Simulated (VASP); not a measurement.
The system is CdSe.

```xyz
2
Lattice="0.0000 3.0462 3.0462 3.0462 0.0000 3.0462 3.0462 3.0462 0.0000" Properties=species:S:1:pos:R:3 pbc="T T T"
Cd    0.0000    0.0000    0.0000
Se    4.5693    4.5693    4.5693
```

Measurements of this composition are mostly on another form, of space group No. 186.

Base run:

| Property | Result |
| --- | --- |
| Program | VASP 6.6.1 |
| Functional | PBE |
| Potentials or basis | VASP PAW PBE potentials, release 64 (Cd, Se) |
| Cutoff | 520 eV |
| k mesh | 8 × 8 × 8 |
| Occupations | gaussian, width 0.03 eV |
| Spin | no spin polarisation |

Its results: band gap on the k mesh 0.60 eV, direct; pressure 2.9 GPa.

Problem. The run is repeated on the same cell with these changes: functional from PBE to r2SCAN. What comes out?

Solution. Band gap on the k mesh 1.08 eV, direct; pressure 1.4 GPa.

r2SCAN gives the wider gap, since meta-GGAs in the generalised Kohn-Sham scheme recover part of the derivative discontinuity.

Caveats: the PAW data sets were made with another functional, which shifts forces and pressure a little (some runs).
